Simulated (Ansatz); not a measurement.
Theory: DFT PBE, scalar-relativistic, plane waves, PAW (Ansatz). Settings: cutoff 420 eV, Γ-centred meshes spaced at most about 0.3 Å⁻¹, and about 0.25 Å⁻¹ or finer for metals (2π included), Gaussian smearing. No spin polarisation in the final relaxations.

These are static total energies at zero pressure.

Two forms of TaSi2 were relaxed alike.

A. Space group P-3m1 (No. 164), trigonal, a = 2.951 Å, c = 6.168 Å. Ta has 6 Si at 2.70 Å and 6 Ta at 2.95 Å; Si has 3 Si at 2.60 Å, 3 Ta at 2.70 Å and 6 Si at 2.95 Å.

B. Space group Amm2 (No. 38), orthorhombic, a = 6.298 Å, b = 3.232 Å, c = 4.862 Å. Ta is surrounded by 6 Si at 2.64–2.65 Å, 4 Ta at 2.92 Å and 2 Ta at 3.23 Å; Si has 1 Si at 2.34 Å and 3 Ta at 2.64–2.65 Å.

Task: Which would you expect to be lower, and how large is the difference?

Result: B is lower, by 23 meV/atom. A has the cadmium iodide type, space group P-3m1 (No. 164), 15.5 Å³/atom and no gap on its mesh; B has space group Amm2 (No. 38), 16.5 Å³/atom and no gap. B holds Si–Si pairs (shortest 2.34 Å); in A the shortest Si–Si distance is 2.60 Å, near bonding range too. The lower one is the more open, so pressure narrows the difference. Both come from invented guesses. A third cell relaxed alike, in R-3m, lies 117 meV/atom below the lower of the two. The part of the Crystallography Open Database at hand lists TaSi2 in space groups No. 180, 181; no cell shown has one of them.

These runs have no spin–orbit coupling, which can matter for Ta. A magnetic state wasn't ruled out in cells without spin, among them P-3m1, Amm2. Cells relaxed within their symmetry can be saddle points.

The paired cell B is favoured over the layered A, but only modestly, and the R-3m cell 117 meV/atom below B shows that neither is the ground state. The preference probably reflects how the bonding is distributed. B concentrates its Si–Si bonding in one contact of 2.34 Å, about the length of a normal single bond, and also has slightly shorter Ta–Si contacts. A spreads it over three longer, weaker Si–Si contacts, but keeps more short Ta–Ta contacts, which may be why the gap is only 23 meV/atom.

Si pairing therefore helps to rank these two cells, but isn't shown to be a general preference of TaSi2. The known hexagonal disilicide is instead built from stacked, close-packed TaSi2 layers with extensive Ta d–Si p mixing. The missing gap is no sign of a particular bonding pattern either: both primitive cells hold a single formula unit with an odd electron count, so without spin polarisation a band must remain partly filled.
